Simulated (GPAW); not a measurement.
Crystal: Pb.

```
Pb
1.0
    -1.97966    1.97966    1.97966
     1.97966   -1.97966    1.97966
     1.97966    1.97966   -1.97966
Pb
1
Direct
  0.00000 0.00000 0.00000
```

This isn't the form of Pb at room conditions, which is fcc.

- Program: GPAW 26.7.0
- Task: single point
- Functional: PBEsol
- Potentials or basis: PAW data sets generated in the run's folder for this functional
- Cutoff: 600 eV
- Basis: pw
- k mesh: 9 × 9 × 9
- Occupations: fermi-dirac, width 0.05 eV
- Spin: no spin polarisation

On this cell: pressure -2.2 GPa; band gap on the k mesh none (metal or under the smearing width).

The same run follows on a disturbed copy (cell strained at random at fixed volume):

```
Pb
1.0
    -2.06690    2.05040    2.08125
     1.99925   -1.93748    1.90067
     1.99103    1.86160   -1.96833
Pb
1
Direct
  0.00466 0.99633 0.00314
```

Problem. What changes?

Solution. The energy (extrapolated to zero smearing) moves by +4.9 meV/atom; pressure -1.6 GPa; band gap on the k mesh none (metal or under the smearing width).

Stress tensor (GPa, compression positive):
```
-1.53  0.25  0.29
 0.25 -1.72 -0.34
 0.29 -0.34 -1.46
```
